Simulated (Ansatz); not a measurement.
# ZnS: the cost of one run

Computed with Ansatz 0.2.0 (DFT r2SCAN, scalar-relativistic, plane waves, PAW, unless a step's input says otherwise).

1 further run of the same task is left out (set aside as unsound or not needed). Runs told in other sessions of the task aren't counted.

### 1 The starting structure

The structure is hexagonal, space group P6_3mc (No. 186). Conventional cell: a = 3.807 Å, b = 3.807 Å, c = 6.246 Å, α = 90.00°, β = 90.00°, γ = 120.00°. Zn (site symmetry 3m) has 4 S at 2.33 to 2.34 Å in its first shell of neighbours. Around S (site symmetry 3m) lie 4 Zn at 2.33 to 2.34 Å.

Coordinates:

```xyz
4
Lattice="3.8067 0.0000 0.0000 -1.9034 3.2967 0.0000 0.0000 0.0000 6.2457" Properties=species:S:1:pos:R:3 pbc="T T T"
Zn    0.0000    2.1978    0.0337
Zn    1.9034    1.0989    3.1565
S     0.0000    2.1978    2.3710
S     1.9034    1.0989    5.4938
```

It is the result of an earlier relaxation at this level (volume 19.60 Å³/atom; gap on the mesh: 2.78 eV).

### 2 The reference cell

The reference gives a free energy of -8466.8882 eV, pressure -0.03 GPa, largest force 0.000 eV/Å and gap on the mesh 2.78 eV. It was computed beforehand with the settings of the runs below.

### 3 The scan: random displacements

All atoms are moved at random with no net shift, in some cells together with a random strain.

### 4 At rms move = 0.128 Å

File input.yaml:

```yaml
crystal:
  lattice:
    - [3.8097909153, -0.0847375666, -0.0146169733]
    - [-1.9782803429, 3.3152818175, 0.0030269505]
    - [-0.0239822477, -0.0081115046, 6.1549505443]
  atoms:
    - { symbol: Zn, position: [0.3472539347, 0.7057755736, -0.0023986595] }
    - { symbol: Zn, position: [0.674113689, 0.3322627769, 0.4929701212] }
    - { symbol: S, position: [0.3148956427, 0.6418009261, 0.3731558112] }
    - { symbol: S, position: [0.6637367336, 0.3201607234, 0.9062727272] }
basis:
  ecutwfc: 500
kpoints:
  mp_grid: { grid: [6, 6, 4] }
hamiltonian:
  xc: r2scan
scf:
  occupations: { method: gaussian, width: 0.05 }
output:
  forces: true
  stress: true
  eigenvalues: true
```

On the command line:

```sh
$ ansatz run input.yaml --threads 1 --pin off --max-ram 2560MiB --backend cpu --events-out ev --progress --plain --runs-dir out
```

Q: Estimate wall time and peak memory on 1 thread of Intel Xeon at 2.70GHz, shared host.

About 24 s, with a peak of 0.56 GiB.
